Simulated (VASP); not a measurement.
A run of VASP 6.6.1 is set up as follows.

INCAR

```
PREC = Accurate
ENCUT = 600
EDIFF = 1E-7
ISMEAR = -1
SIGMA = 0.05
LREAL = False
LASPH = True
NELM = 80
ALGO = Normal
ISIF = 3
LWAVE = False
LCHARG = False
GGA = RP
IBRION = 2
NSW = 40
EDIFFG = -0.01
```

KPOINTS

```
regular mesh
0
Gamma
  9 9 2
```

POSCAR

```
Te2Mo
1.0
    3.5182000000      0.0000000000      0.0000000000
   -1.7591000000      3.0468505756      0.0000000000
    0.0000000000      0.0000000000     13.9736000000
Te Mo
4 2
Direct
    0.6666666667      0.3333333333      0.3790000000
    0.3333333333      0.6666666667      0.8790000000
    0.6666666667      0.3333333333      0.1210000000
    0.3333333333      0.6666666667      0.6210000000
    0.6666666667      0.3333333333      0.7500000000
    0.3333333333      0.6666666667      0.2500000000
```

Potentials or basis: VASP PAW PBE potentials, release 64 (Te, Mo_sv).

Run with:

```console
$ cat potpaw_PBE.64/Te/POTCAR potpaw_PBE.64/Mo_sv/POTCAR > POTCAR
$ mpirun -np 1 vasp_std > vasp.out
```

(1) Predict the space group after relaxing (to 0.05 Å).

(2) What does it give for the relaxed cell?

## Answers

(1) P6_3/mmc (No. 194).

(2) a = 3.587 Å, b = 3.587 Å, c = 17.703 Å, α = 90.00°, β = 90.00°, γ = 120.00°.
